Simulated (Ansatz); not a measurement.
LaAlO₃ (cubic perovskite)

```
LaAlO3
1.0
    3.81241     0.00000     0.00000
    0.00000     3.81241     0.00000
    0.00000     0.00000     3.81241
La Al O
1 1 3
Direct
  0.50000   0.50000   0.50000
  0.00000   0.00000   0.00000
  0.00000   0.50000   0.00000
  0.50000   0.00000   0.00000
  0.00000   0.00000   0.50000
```

In this cell atom 3 (O, nearest neighbour Al at 1.906 Å; its periodic images, 3.8 Å or more away, move with it) is moved by u·(0.707, 0.707, 0.000) + v·(0.000, 0.000, 1.000); the rest is frozen.

Level of theory: PBE (plane waves to 420 eV, PAW, scalar-relativistic; Ansatz, an electronic-structure program). k mesh 7×7×7 (Γ-centred), Fermi-Dirac smearing 0.05 eV. Compression counts positive. Points where atoms come too close for the PAW data are left out (x in tables, blank in figures). LaAlO3 is run without spin polarisation. LaAlO3 was relaxed with its symmetry unable to fall. This is a high-temperature form of LaAlO3.

Changes of P (GPa) from the point u = 0.000 Å, v = 0.000 Å when one coordinate moves alone (two changes are said to add if the coupling is within 5 % of the smaller one, nearly so within 20 %):

| point | change |
|---|---|
| u = 0.000 Å, v = -0.630 Å | 7.72 |
| u = 0.000 Å, v = -0.315 Å | 1.81 |
| u = -0.630 Å, v = 0.000 Å | 20.68 |
| u = -0.315 Å, v = 0.000 Å | 5.18 |
| u = 0.315 Å, v = 0.000 Å | 5.18 |
| u = 0.630 Å, v = 0.000 Å | 20.68 |
| u = 0.000 Å, v = 0.315 Å | 1.81 |
| u = 0.000 Å, v = 0.630 Å | 7.72 |

Task: What is the change at u = -0.315 Å, v = 0.315 Å, where both move, and how far is it from the sum?

Result: The sum of the single changes is 5.18 + (1.81) = 6.99; the calculation gives 6.83, so the coupling contributes -0.16 (under 20 % of the smaller single change, nearly additive).

Task: What is the change at u = -0.630 Å, v = -0.315 Å, where both move, and how far is it from the sum?

Result: The sum of the single changes is 20.68 + (1.81) = 22.49; the calculation gives 21.62, so the coupling contributes -0.87 (over 20 % of the smaller single change, not additive).

Task: What is the change at u = -0.315 Å, v = 0.630 Å, where both move, and how far is it from the sum?

Result: The sum of the single changes is 5.18 + (7.72) = 12.90; the calculation gives 12.55, so the coupling contributes -0.35 (under 20 % of the smaller single change, nearly additive).

(A displaced cell: forces are minus the slopes of the energy, force constants its curvatures, and phonons follow from these.)
